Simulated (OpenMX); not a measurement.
# Hf in OpenMX: the effect of volume scale

Hf:

```
CELL_PARAMETERS angstrom
3.06335 0.00000 0.00000
-1.53167 2.65294 0.00000
0.00000 0.00000 4.84681
ATOMIC_POSITIONS crystal
Hf 0.66667 0.33333 0.75000
Hf 0.33333 0.66667 0.25000
```

Alike in all runs:

```yaml
Program: OpenMX 3.8.5
Task: single point
Functional: PBE
Potentials_or_basis: OpenMX 2013 PBE set, Hf7.0-s3p2d2f1, grid cutoff 400 Ry
k_mesh: 7 × 7 × 5
Occupations: fermi-dirac, width 0.05 eV
Spin: no spin polarisation
```

Question: One run gave: pressure -7.0 GPa. Which volume scale did it use?
A. 0.92
B. 1.08
C. 1
D. 0.96
E. 1.04

Answer: B.

| volume scale | pressure (GPa) |
| --- | --- |
| 0.88 | 18.1 |
| 0.92 | 11.3 |
| 0.96 | 5.6 |
| 1 | 0.7 |
| 1.04 | -3.5 |
| 1.08 | -7.0 |

Caveats: the basis of atomic orbitals isn't converged, which shifts pressures, moduli and gaps.
